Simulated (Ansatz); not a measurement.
# Ag: single point with PBE

The system is Ag.

```xyz
4
Lattice="2.8862 0.0000 0.0000 -1.4431 2.4995 0.0000 0.0000 0.0000 10.0000" Properties=species:S:1:pos:R:3 pbc="T T T"
Ag    0.0000    0.0000    5.0000
Ag    0.0000    0.0000    0.0000
Ag    1.4431    0.8332    7.5000
Ag    0.0000    1.6663    2.5000
```

This isn't the form of Ag at room conditions, which is fcc.

* Program: Ansatz 0.2.0
* Task: single point
* Functional: PBE
* Potentials or basis: Ansatz PAW
* Cutoff: 420 eV (not typed: the program's choice for these potentials)
* k mesh: 11 × 11 × 3
* Occupations: fermi-dirac, width 0.05 eV
* Spin: no spin polarisation

```yaml
Pressure: -0.6 GPa
Band_gap_on_the_k_mesh: none (metal or under the smearing width)
```

Stress tensor (GPa, compression positive):
```
 0.73  0.00  0.00
 0.00  0.73  0.00
 0.00  0.00 -3.16
```

Levels at points of the mesh, in eV from the Fermi level:
```tsv
k point	band 36	band 37	band 38	band 39	band 40	band 41
(0.00, 0.00, 0.00)	-3.39	-3.39	-3.08	-3.08	-0.71	2.49
```

Run time: 1.7 s on 2 threads of AMD EPYC 7B13 (Zen 3), with other jobs on the host, peak memory 0.44 GiB.
